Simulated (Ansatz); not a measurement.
Vibrational response of BN at 50 GPa

These are results of DFT LDA, scalar-relativistic, plane waves, PAW (Ansatz 0.2.0), not measurements. Plane waves to 420 eV; Γ-centred k mesh 14×14×14; fixed occupations. No spin polarisation. Phonons by linear response, acoustic sum rule imposed.

The cell, relaxed at 50 GPa:
```xyz
2
Lattice="2.4350 0.0024 -0.2342 -1.2083 2.1140 0.2342 -1.0295 -0.8170 2.0632" Properties=species:S:1:pos:R:3 pbc="T T T"
B     1.2453    2.0895    0.2347
N     0.1619   -0.1100    1.7235
```

Other phases may be more stable at this pressure.

Task: Is this structure stable against zone-centre distortions?

Result: Yes, at Γ: no optical mode is imaginary. Strains and other wave vectors aren't tested by this run.

Task: List the optical modes at Γ without the LO field (i marks imaginary ones).

Result:
```csv
frequency (meV),degeneracy,IR intensity of the level ((D/Å)²/amu)
150.0,3,37.93
```

Cost: 1 run of about 1.6 core-minutes, on Arm Neoverse V1 (shared hosts).